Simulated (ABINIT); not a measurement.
**GaN (F-43m): G0W0 in ABINIT against the wavefunction cutoff in GW**

Aim: move the wavefunction cutoff in GW of a G0W0 run on GaN (F-43m) over a wide range.

Main program and level: ABINIT 10.8.3; PBE and many-body steps on it, plane waves.

## 1. Starting point

The structure is cubic, space group F-43m (No. 216). Conventional cell: a = 4.507 Å, b = 4.507 Å, c = 4.507 Å, α = 90.00°, β = 90.00°, γ = 90.00°. Nearest to Ga lie 4 N at 1.95 Å. N has 4 Ga at 1.95 Å nearest. Farther neighbours and most contacts between anions are not listed.

The cell and positions are those that the Materials Project relaxed with its own functionals (PBE, PBE+U or r2SCAN), kept fixed. This is not the form that GaN usually takes at ambient conditions.

## 2. Screening, 6×6×6 mesh, 114 bands, screening to 261.2 eV

This step: ABINIT 10.8.3; RPA screening on PBE, plane waves, norm-conserving pseudopotentials.

The RPA dielectric matrix is built and inverted for each q.

Contents of run.abi:

```
acell 3*1.0 Angstrom
rprim 
  0.000000000000 2.253500607500 2.253500607500
  2.253500607500 0.000000000000 2.253500607500
  2.253500607500 2.253500607500 0.000000000000
ntypat 2
znucl 31 7
natom 2
typat 1 2
xred 
  0.000000000000 0.000000000000 0.000000000000
  0.750000000000 0.750000000000 0.750000000000
pp_dirpath "pseudos"
pseudos "Ga.upf, N.upf"
ecut 36
ngkpt 6 6 6
nshiftk 1
shiftk 0 0 0
kptopt 1
chksymbreak 0
istwfk *1
occopt 1
irdwfk 1
optdriver 3
nband 114
ecuteps 9.6
inclvkb 2
awtr 1
symchi 1
ecutwfn 10.8
indata_prefix "in"
outdata_prefix "out"
tmpdata_prefix "tmp"
```

Started as:

```
$ OMP_NUM_THREADS=1 mpirun -n 8 abinit run.abi > log
```

Output:

```text
.Version 10.8.3 of ABINIT. v10.8.2 released Aug 2026.

 Symmetries : space group F-4 3 m (#216); Bravais cF (face-center cubic)
[... echo of the input left out ...]
== DATASET  1 ==================================================================
-   mpi_nproc: 8, omp_nthreads: 1 (-1 if OMP is not activated)

--- !DatasetInfo
iteration_state: {dtset: 1, }
dimensions: {natom: 2, nkpt: 16, mband: 114, nsppol: 1, nspinor: 1, nspden: 1, mpw: 274, }
cutoff_energies: {ecut:  10.8, pawecutdg:  -1.0, }
electrons: {nelect:   1.80000000E+01, charge:   0.00000000E+00, occopt:   1.00000000E+00, tsmear:   1.00000000E-02, }

 SCREENING: Calculation of the susceptibility and dielectric matrices

 Based on a program developped by R.W. Godby, V. Olevano, G. Onida, and L. Reining.
 Incorporated in ABINIT by V. Olevano, G.-M. Rignanese, and M. Torrent.
.Using double precision arithmetic ; gwpc =  8

[... cell and pseudopotentials left out ...]
--------------------------------------------------------------------------------

 ==== K-mesh for the wavefunctions ====
 Number of points in the irreducible wedge :    16
[... list of points left out ...]
 Together with 24 symmetry operations and time-reversal symmetry
 yields   216 points in the full Brillouin Zone.

 ==== Q-mesh for the screening function ====
 Number of points in the irreducible wedge :    16
[... list of points left out ...]
 Together with 24 symmetry operations and time-reversal symmetry
 yields   216 points in the full Brillouin Zone.

 setmesh: FFT mesh size selected  =    18x   18x   18
          total number of points  =         5832

 vcoul_init : cutoff-mode = AUXILIARY_FUNCTION
 q-points for optical limit:   1
     1)      0.000010    0.000020    0.000030

- screening: taking advantage of time-reversal symmetry
- Maximum band index for partially occupied states nbvw = 9
- Remaining bands to be divided among processors   nbcw = 105
- Number of bands treated by each node ~13

 Number of electrons calculated from density =   16.5915; Expected =   18.0000
 average of density, n =  0.107420
 r_s =    1.3050
 omega_plasma =   31.6154 [eV]

 calculating chi0 at frequencies [eV] :
  1    0.000000E+00    0.000000E+00
  2    0.000000E+00    3.161541E+01

--------------------------------------------------------------------------------
  q-point number  1        q = ( 0.000000, 0.000000, 0.000000) [r.l.u.]
--------------------------------------------------------------------------------
[... chi0 elements left out ...]
 For q-point:  0.000010 0.000020 0.000030
  dielectric constant =   6.8099
  dielectric constant without local fields =   7.3277

  Average fulfillment of the sum rule on Im[epsilon] for q-point    1 :     94.01  [%]
[... wings left out ...]
  q-point number  2        q = ( 0.166667, 0.000000, 0.000000) [r.l.u.]
--------------------------------------------------------------------------------
[... chi0 elements left out ...]
  Average fulfillment of the sum rule on Im[epsilon] for q-point    2 :    463.63  [%]

 [... 14 further q-points ...]
```

Run time: 35 s. Hardware: 8 MPI ranks of Arm Neoverse V2, shared host; peak memory 0.83 GiB; 4.7 min of CPU time.

Numbers from this step:

```yaml
eps_infinity_with_local_fields_on_this_mesh_along_the_program_s_q_direction: 6.810
the_same_without_local_fields: 7.328
plasma_frequency: 31.62 eV
plane_waves_in_the_screening_matrix: 229
```

Local fields lower ε∞ by 7 %.

## 3. 10.8 Ha

This step: G0W0 on PBE, plane waves, norm-conserving pseudopotentials.

run.abi, as its differences from that of step 2:

```diff
@@ -23,8 +23,15 @@
 irdwfk 1
-optdriver 3
+optdriver 4
 nband 114
+gwcalctyp 0
+ecutsigx 10.8
+symsigma 1
+nkptgw 1
+kptgw 
+  0.0000000000 0.0000000000 0.0000000000
+bdgw 
+  7 13
 ecuteps 9.6
-inclvkb 2
-awtr 1
-symchi 1
+irdscr 1
+ppmodel 1
 ecutwfn 10.8
```

Output:

```text
.Version 10.8.3 of ABINIT. v10.8.2 released Aug 2026.

 Symmetries : space group F-4 3 m (#216); Bravais cF (face-center cubic)
[... echo of the input left out ...]
== DATASET  1 ==================================================================
-   mpi_nproc: 8, omp_nthreads: 1 (-1 if OMP is not activated)

--- !DatasetInfo
iteration_state: {dtset: 1, }
dimensions: {natom: 2, nkpt: 16, mband: 114, nsppol: 1, nspinor: 1, nspden: 1, mpw: 274, }
cutoff_energies: {ecut:  10.8, pawecutdg:  -1.0, }
electrons: {nelect:   1.80000000E+01, charge:   0.00000000E+00, occopt:   1.00000000E+00, tsmear:   1.00000000E-02, }

 SIGMA: Calculation of the GW corrections

 Based on a program developped by R.W. Godby, V. Olevano, G. Onida, and L. Reining.
 Incorporated in ABINIT by V. Olevano, G.-M. Rignanese, and M. Torrent.
.Using double precision arithmetic ; gwpc =  8

[... cell and pseudopotentials left out ...]
--------------------------------------------------------------------------------

 ==== K-mesh for the wavefunctions ====
 Number of points in the irreducible wedge :    16
[... list of points left out ...]
 Together with 24 symmetry operations and time-reversal symmetry
 yields   216 points in the full Brillouin Zone.

 ==== Q-mesh for screening function ====
 Number of points in the irreducible wedge :    16
[... list of points left out ...]
 Together with 24 symmetry operations and time-reversal symmetry
 yields   216 points in the full Brillouin Zone.

 vcoul_init : cutoff-mode = AUXILIARY_FUNCTION
 q-points for optical limit:   1
     1)      0.000010    0.000020    0.000030
 setmesh: FFT mesh size selected  =    18x   18x   18
          total number of points  =         5832

 Number of electrons calculated from density =   16.5915; Expected =   18.0000
 average of density, n =  0.107420
 r_s =    1.3050
 omega_plasma =   31.6154 [eV]

 === KS Band Gaps ===
  >>>> For spin  1
   Minimum direct gap =   1.7587 [eV], located at k-point      :   0.0000  0.0000  0.0000
   Fundamental gap    =   1.7587 [eV], Top of valence bands at :   0.0000  0.0000  0.0000
                                       Bottom of conduction at :   0.0000  0.0000  0.0000
 SIGMA fundamental parameters:
 PLASMON POLE MODEL  1
 number of plane-waves for SigmaX                  259
 number of plane-waves for SigmaC and W            229
 number of plane-waves for wavefunctions           259
 number of bands                                   114
 number of independent spin polarizations            1
 number of spinorial components                      1
 number of k-points in IBZ                          16
 number of q-points in IBZ                          16
 number of symmetry operations                      24
 number of k-points in BZ                          216
 number of q-points in BZ                          216
 number of frequencies for dSigma/dE                 9
 frequency step for dSigma/dE [eV]                0.25
 number of omega for Sigma on real axis              0
 max omega for Sigma on real axis  [eV]           0.00
 zcut for avoiding poles [eV]                     0.10

 EPSILON^-1 parameters (SCR file):
 dimension of the eps^-1 matrix on file            229
 dimension of the eps^-1 matrix used               229
 number of plane-waves for wavefunctions           259
 number of bands                                   114
 number of q-points in IBZ                          16
 number of frequencies                               2
 number of real frequencies                          1
 number of imag frequencies                          1

 matrix elements of self-energy operator (all in [eV])

 Perturbative Calculation

--- !SelfEnergy_ee
iteration_state: {dtset: 1, }
kpoint     : [   0.000,    0.000,    0.000, ]
spin       : 1
KS_gap     :    1.759
QP_gap     :    2.005
Delta_QP_KS:    0.246
data: !SigmaeeData |
     Band     E0 <VxcDFT>   SigX SigC(E0)      Z dSigC/dE  Sig(E)    E-E0       E
        7   5.322 -17.338 -19.875   2.679   0.808  -0.238 -17.223   0.115   5.437
        8   5.322 -17.338 -19.875   2.679   0.808  -0.238 -17.223   0.115   5.437
        9   5.322 -17.338 -19.875   2.679   0.808  -0.238 -17.223   0.115   5.437
       10   7.081 -14.096  -9.936  -3.724   0.827  -0.209 -13.735   0.361   7.442
       11  15.678 -12.458  -7.203  -4.919   0.846  -0.182 -12.174   0.285  15.963
       12  15.678 -12.458  -7.203  -4.919   0.846  -0.182 -12.174   0.285  15.963
       13  15.678 -12.458  -7.203  -4.919   0.846  -0.182 -12.174   0.285  15.963

== END DATASET(S) ==============================================================
================================================================================

 -outvars: echo values of variables after computation  --------
           etotal      0.0000000000E+00
            nband         114
             nkpt          16
          spgroup         216
 [... the other variables as echoed above ...]

 Calculation completed.
```

It took 5.2 s on 8 MPI ranks; peak memory 0.96 GiB.

This step gave:

- G0W0 gap on the points computed: 2.005 eV
- starting gap on the mesh: 1.759 eV
- k of the valence top: 0, 0, 0
- k of the conduction bottom: 0, 0, 0
- Z at the valence top: 0.808
- Z at the conduction bottom: 0.827
- least direct G0W0 gap on the computed points: 2.005 eV

## 4. Screening, 6×6×6 mesh, 114 bands, screening to 261.2 eV

This step: RPA screening on PBE, plane waves, norm-conserving pseudopotentials.

run.abi, as its differences from that of step 3:

```diff
@@ -23,16 +23,9 @@
 irdwfk 1
-optdriver 4
+optdriver 3
 nband 114
-gwcalctyp 0
-ecutsigx 10.8
-symsigma 1
-nkptgw 1
-kptgw 
-  0.0000000000 0.0000000000 0.0000000000
-bdgw 
-  7 13
 ecuteps 9.6
-irdscr 1
-ppmodel 1
-ecutwfn 10.8
+inclvkb 2
+awtr 1
+symchi 1
+ecutwfn 18
 indata_prefix "in"
```

Output:

```text
.Version 10.8.3 of ABINIT. v10.8.2 released Aug 2026.

 Symmetries : space group F-4 3 m (#216); Bravais cF (face-center cubic)
[... echo of the input left out ...]
== DATASET  1 ==================================================================
-   mpi_nproc: 8, omp_nthreads: 1 (-1 if OMP is not activated)

--- !DatasetInfo
iteration_state: {dtset: 1, }
dimensions: {natom: 2, nkpt: 16, mband: 114, nsppol: 1, nspinor: 1, nspden: 1, mpw: 588, }
cutoff_energies: {ecut:  18.0, pawecutdg:  -1.0, }
electrons: {nelect:   1.80000000E+01, charge:   0.00000000E+00, occopt:   1.00000000E+00, tsmear:   1.00000000E-02, }

 SCREENING: Calculation of the susceptibility and dielectric matrices

 Based on a program developped by R.W. Godby, V. Olevano, G. Onida, and L. Reining.
 Incorporated in ABINIT by V. Olevano, G.-M. Rignanese, and M. Torrent.
.Using double precision arithmetic ; gwpc =  8

[... cell and pseudopotentials left out ...]
--------------------------------------------------------------------------------

 ==== K-mesh for the wavefunctions ====
 Number of points in the irreducible wedge :    16
[... list of points left out ...]
 Together with 24 symmetry operations and time-reversal symmetry
 yields   216 points in the full Brillouin Zone.

 ==== Q-mesh for the screening function ====
 Number of points in the irreducible wedge :    16
[... list of points left out ...]
 Together with 24 symmetry operations and time-reversal symmetry
 yields   216 points in the full Brillouin Zone.

 setmesh: FFT mesh size selected  =    20x   20x   20
          total number of points  =         8000

 vcoul_init : cutoff-mode = AUXILIARY_FUNCTION
 q-points for optical limit:   1
     1)      0.000010    0.000020    0.000030

- screening: taking advantage of time-reversal symmetry
- Maximum band index for partially occupied states nbvw = 9
- Remaining bands to be divided among processors   nbcw = 105
- Number of bands treated by each node ~13

 Number of electrons calculated from density =   17.8468; Expected =   18.0000
 average of density, n =  0.115548
 r_s =    1.2736
 omega_plasma =   32.7896 [eV]

 calculating chi0 at frequencies [eV] :
  1    0.000000E+00    0.000000E+00
  2    0.000000E+00    3.278963E+01

--------------------------------------------------------------------------------
  q-point number  1        q = ( 0.000000, 0.000000, 0.000000) [r.l.u.]
--------------------------------------------------------------------------------
[... chi0 elements left out ...]
 For q-point:  0.000010 0.000020 0.000030
  dielectric constant =   6.5441
  dielectric constant without local fields =   7.0563

  Average fulfillment of the sum rule on Im[epsilon] for q-point    1 :     84.01  [%]
[... wings left out ...]
  q-point number  2        q = ( 0.166667, 0.000000, 0.000000) [r.l.u.]
--------------------------------------------------------------------------------
[... chi0 elements left out ...]
  Average fulfillment of the sum rule on Im[epsilon] for q-point    2 :    121.77  [%]

 [... 14 further q-points ...]
```

Run time: 31 s. Hardware: 8 MPI ranks; peak memory 0.96 GiB; 4.2 min of CPU time.

Numbers from this step:

- ε∞ with local fields, on this mesh, along the program's q direction: 6.544
- the same without local fields: 7.056
- plasma frequency: 32.79 eV
- plane waves in the screening matrix: 229

## 5. 18 Ha

The self-energy is evaluated for the states that the input lists, and the levels follow from it, in one-shot runs by the linearised quasiparticle equation.

This step: G0W0 on PBE, plane waves, norm-conserving pseudopotentials.

run.abi, as its differences from that of step 4:

```diff
@@ -23,8 +23,15 @@
 irdwfk 1
-optdriver 3
+optdriver 4
 nband 114
+gwcalctyp 0
+ecutsigx 18
+symsigma 1
+nkptgw 1
+kptgw 
+  0.0000000000 0.0000000000 0.0000000000
+bdgw 
+  7 13
 ecuteps 9.6
-inclvkb 2
-awtr 1
-symchi 1
+irdscr 1
+ppmodel 1
 ecutwfn 18
```

Output:

```text
.Version 10.8.3 of ABINIT. v10.8.2 released Aug 2026.

 Symmetries : space group F-4 3 m (#216); Bravais cF (face-center cubic)
[... echo of the input left out ...]
== DATASET  1 ==================================================================
-   mpi_nproc: 8, omp_nthreads: 1 (-1 if OMP is not activated)

--- !DatasetInfo
iteration_state: {dtset: 1, }
dimensions: {natom: 2, nkpt: 16, mband: 114, nsppol: 1, nspinor: 1, nspden: 1, mpw: 588, }
cutoff_energies: {ecut:  18.0, pawecutdg:  -1.0, }
electrons: {nelect:   1.80000000E+01, charge:   0.00000000E+00, occopt:   1.00000000E+00, tsmear:   1.00000000E-02, }

 SIGMA: Calculation of the GW corrections

 Based on a program developped by R.W. Godby, V. Olevano, G. Onida, and L. Reining.
 Incorporated in ABINIT by V. Olevano, G.-M. Rignanese, and M. Torrent.
.Using double precision arithmetic ; gwpc =  8

[... cell and pseudopotentials left out ...]
--------------------------------------------------------------------------------

 ==== K-mesh for the wavefunctions ====
 Number of points in the irreducible wedge :    16
[... list of points left out ...]
 Together with 24 symmetry operations and time-reversal symmetry
 yields   216 points in the full Brillouin Zone.

 ==== Q-mesh for screening function ====
 Number of points in the irreducible wedge :    16
[... list of points left out ...]
 Together with 24 symmetry operations and time-reversal symmetry
 yields   216 points in the full Brillouin Zone.

 vcoul_init : cutoff-mode = AUXILIARY_FUNCTION
 q-points for optical limit:   1
     1)      0.000010    0.000020    0.000030
 setmesh: FFT mesh size selected  =    24x   24x   24
          total number of points  =        13824

 Number of electrons calculated from density =   17.8468; Expected =   18.0000
[...]
number of q-points in BZ                          216
 number of frequencies for dSigma/dE                 9
 frequency step for dSigma/dE [eV]                0.25
 number of omega for Sigma on real axis              0
 max omega for Sigma on real axis  [eV]           0.00
 zcut for avoiding poles [eV]                     0.10

 EPSILON^-1 parameters (SCR file):
 dimension of the eps^-1 matrix on file            229
 dimension of the eps^-1 matrix used               229
 number of plane-waves for wavefunctions           537
 number of bands                                   114
 number of q-points in IBZ                          16
 number of frequencies                               2
 number of real frequencies                          1
 number of imag frequencies                          1

 matrix elements of self-energy operator (all in [eV])

 Perturbative Calculation

--- !SelfEnergy_ee
iteration_state: {dtset: 1, }
kpoint     : [   0.000,    0.000,    0.000, ]
spin       : 1
KS_gap     :    1.759
QP_gap     :    2.023
Delta_QP_KS:    0.264
data: !SigmaeeData |
     Band     E0 <VxcDFT>   SigX SigC(E0)      Z dSigC/dE  Sig(E)    E-E0       E
        7   5.322 -18.177 -20.950   2.666   0.797  -0.255 -18.262  -0.085   5.237
        8   5.322 -18.177 -20.950   2.666   0.797  -0.255 -18.262  -0.085   5.237
        9   5.322 -18.177 -20.950   2.666   0.797  -0.255 -18.262  -0.085   5.237
       10   7.081 -13.913  -9.975  -3.720   0.820  -0.220 -13.734   0.179   7.260
       11  15.678 -12.193  -7.183  -4.871   0.835  -0.197 -12.077   0.116  15.794
       12  15.678 -12.193  -7.183  -4.871   0.835  -0.197 -12.077   0.116  15.794
       13  15.678 -12.193  -7.183  -4.871   0.835  -0.197 -12.077   0.116  15.794

== END DATASET(S) ==============================================================
================================================================================

 -outvars: echo values of variables after computation  --------
           etotal      0.0000000000E+00
            nband         114
             nkpt          16
          spgroup         216
 [... the other variables as echoed above ...]

 Calculation completed.
```

Run time: 5.2 s. Hardware: 8 MPI ranks; peak memory 1 GiB.

Numbers from this step:

* G0W0 gap on the points computed: 2.023 eV
* starting gap on the mesh: 1.759 eV
* k of the valence top: 0, 0, 0
* k of the conduction bottom: 0, 0, 0
* Z at the valence top: 0.797
* Z at the conduction bottom: 0.82
* least direct G0W0 gap on the computed points: 2.023 eV

The gap on the mesh goes from 1.76 eV to 2.02 eV, a correction of +0.26 eV.

## 6. Screening, 6×6×6 mesh, 114 bands, screening to 261.2 eV

This step: RPA screening on PBE, plane waves, norm-conserving pseudopotentials.

run.abi, as its differences from that of step 5:

```diff
@@ -23,16 +23,9 @@
 irdwfk 1
-optdriver 4
+optdriver 3
 nband 114
-gwcalctyp 0
-ecutsigx 18
-symsigma 1
-nkptgw 1
-kptgw 
-  0.0000000000 0.0000000000 0.0000000000
-bdgw 
-  7 13
 ecuteps 9.6
-irdscr 1
-ppmodel 1
-ecutwfn 18
+inclvkb 2
+awtr 1
+symchi 1
+ecutwfn 27
 indata_prefix "in"
```

Output:

```text
.Version 10.8.3 of ABINIT. v10.8.2 released Aug 2026.

 Symmetries : space group F-4 3 m (#216); Bravais cF (face-center cubic)
[... echo of the input left out ...]
== DATASET  1 ==================================================================
-   mpi_nproc: 8, omp_nthreads: 1 (-1 if OMP is not activated)

--- !DatasetInfo
iteration_state: {dtset: 1, }
dimensions: {natom: 2, nkpt: 16, mband: 114, nsppol: 1, nspinor: 1, nspden: 1, mpw: 1056, }
cutoff_energies: {ecut:  27.0, pawecutdg:  -1.0, }
[...]
--------------------------------------------------------------------------------
[... chi0 elements left out ...]
 For q-point:  0.000010 0.000020 0.000030
  dielectric constant =   6.4004
  dielectric constant without local fields =   6.8977

  Average fulfillment of the sum rule on Im[epsilon] for q-point    1 :     84.80  [%]
[... wings left out ...]
  q-point number  2        q = ( 0.166667, 0.000000, 0.000000) [r.l.u.]
--------------------------------------------------------------------------------
[... chi0 elements left out ...]
  Average fulfillment of the sum rule on Im[epsilon] for q-point    2 :    114.25  [%]

 [... 14 further q-points ...]
```

It took 53 s on 8 MPI ranks; peak memory 1.3 GiB.

This step gave:

| Property | Result |
| --- | --- |
| ε∞ with local fields, on this mesh, along the program's q direction | 6.400 |
| the same without local fields | 6.898 |
| plasma frequency | 32.93 eV |
| plane waves in the screening matrix | 229 |

(Continued in part 2 of 2.)

[Paths, hosts, dates, memory and timing lines, banners, echoed tables and standing remarks are left out of the program output.]

[Logs are printed without paths, hosts, clocks, repeated set-up lines and the standing remarks that a program may print on its own settings, such as how far it seeks lower states.]

[Runs of the session that timed out or met a known fault of the program may be left out.]

[Hosts, paths, dates, database ids (printed as entryN), source tags and the programs' standing remarks are cut or masked in the printed files.]

[G0W0 gaps are taken among the corrected bands and points alone; a level outside them can change the order at an edge.]

[Where Ansatz stands beside ABINIT at settings called matched, ABINIT's density can come from a denser mesh and the files from another edition; pairs whose starting gaps differed by over 0.03 eV were left out, so agreement reads better than it is.]
